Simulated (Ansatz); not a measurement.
# Ansatz run, CaF₂

Input file of Ansatz 0.2.0:

```yaml
crystal:
  lattice:
    - [0.0, 2.739763, 2.739763]
    - [2.739763, 0.0, 2.739763]
    - [2.739763, 2.739763, 0.0]
  atoms:
    - { symbol: Ca, position: [0.0, 0.0, 0.0] }
    - { symbol: F, position: [0.25, 0.25, 0.25] }
    - { symbol: F, position: [0.75, 0.75, 0.75] }
  symmetry: { tolerance: 0.0003 }
kpoints:
  mp_grid: { grid: [8, 8, 8], shift: [0, 0, 0] }
  band_path:
    path:
      - [0.0, 0.0, 0.0]
      - [0.5, 0.0, 0.5]
      - [0.625, 0.25, 0.625]
      - [0.375, 0.375, 0.75]
      - [0.0, 0.0, 0.0]
      - [0.5, 0.5, 0.5]
      - [0.5, 0.25, 0.75]
      - [0.5, 0.0, 0.5]
    npoints: 8
magnetization:
  spin_polarized: false
scf:
  occupations: { method: gaussian, width: 0.0404 }
  lower_state_search: "off"
  max_iter: 200
hamiltonian:
  pseudopotentials: { kind: paw }
  xc: r2scan
basis:
  ecutwfc: 500
  fft_grid_basis: typed
output:
  forces: true
  stress: true
  eigenvalues: true
  bader: true
  populations: true
  elf: true
  write_potential: true
  volumetric_format: npy
  dos:
    e_range: [-12, 8]
    de: 0.05
    projected: { site_lists: { Ca: [Ca], F: [F] } }
checkpoint:
  read: saved_state
```

The run starts from an earlier solution of this cell. 

Output (shortened):

```
Pseudopotentials: kind: paw
Pseudopotential: Ca, paw, valence charge 10, recommended cutoff 500 eV (meta_gga), Ca.paw.azcp
Pseudopotential: F, paw, valence charge 7, recommended cutoff 500 eV (meta_gga), F.paw.azcp
Functional definition: r2SCAN
  exchange = r2scan_x(k0 = k0, k1 = k1, a1 = a1)
  correlation = r2scan_c
Crystal: 3 atoms, lattice volume = 41.131 Å³
Basis set: ecut = 500 eV, 1037 PW (Γ), exchange–correlation on 120×120×120 points (64 copies of the dense FFT grid, shifted against one another)
Bands: 16, of which v1, the nominal top of the filled ones, is band 12 counted from 1 (11 counted from 0)
Symmetry: 48 space group operations
Space group: Fm-3m (ITA 225), of the structure as read, at distance tolerance 1.0e-3 Å
k-points: 29 of 512
Initial density: read from a saved state, or passed on in memory by an earlier SCF of this step, an earlier step, the calling program or the single point that the run made first
Functional: x = r2scan, c = r2scan; τ floored in thin density (d = 2e-4 eV/Å³)
SCF iter   1: F=-3448.1142 eV  Δρ=7.56e-4  dr2=3.77e-5  dr2_τ=1.73e-4
SCF iter   2: F=-3448.1143 eV  Δρ=3.90e-4  dr2=8.59e-6  dr2_τ=2.40e-5
SCF iter   3: F=-3448.1143 eV  Δρ=1.90e-4  dr2=1.98e-6  dr2_τ=6.25e-6
SCF iter   4: F=-3448.1143 eV  Δρ=9.79e-6  dr2=2.81e-8  dr2_τ=7.12e-9
Free energy (F): -3448.1143 eV
Harris-Foulkes:  -3448.1143 eV  (|F-HF|=2.33e-8)
Internal energy: -3448.1143 eV  (E = F + TS)
E sigma→0 (E₀):  -3448.1143 eV
Fermi energy:    6.6048 eV
--- Per-component energies (eV) ---
  E_band       = -211.7363
  E_kinetic    = 696.2746
  E_local      = -1798.2514  (includes V_loc(G=0)·N_el)
  E_nonlocal   = 208.2961
  E_hartree    = 641.1478
  E_xc         = -297.2943
  E_vxc        = -429.2743  (∫ρ·V_xc dr)
  E_paw        = -1269.8398  (= ΣΔE_a)
  E_vpaw       = -200.0416  (= ΣTr[D̂ρ^β])
  E_aug_tail   = 0.0022  (compensation charges beyond the density's cutoff)
  E_vtau       = 28.9619  (kinetic-family band-sum trace: ∫τ·v_τ [+ j·A + Jᵃ·Aᵃ] dr)
  E_ewald      = -1628.1660
  E_core_change = -0.2834  (= ΣΔE_core)
  E_smearing   =  0.0000  (= −TS)
--- Stress (GPa, compression-positive) ---
       -1.8876       0.0000       0.0000
        0.0000      -1.8876       0.0000
        0.0000       0.0000      -1.8876
  P = ⅓ Tr σ = -1.8876 GPa (-18.876 kbar)
--- Löwdin populations: 3 sites ---
  site symbol       q [e]
     0     Ca      8.2465
     1      F      7.7840
     2      F      7.7840
  spilling = 0.0077 (of n_electrons = 24.0000)
--- Bader charges: 3 sites ---
  site symbol  charge [e]  shift [e]
     0     Ca      1.6998     0.0004
     1      F     -0.8499     0.0002
     2      F     -0.8499     0.0002
```

Origin: a database entry at a rescaled volume.
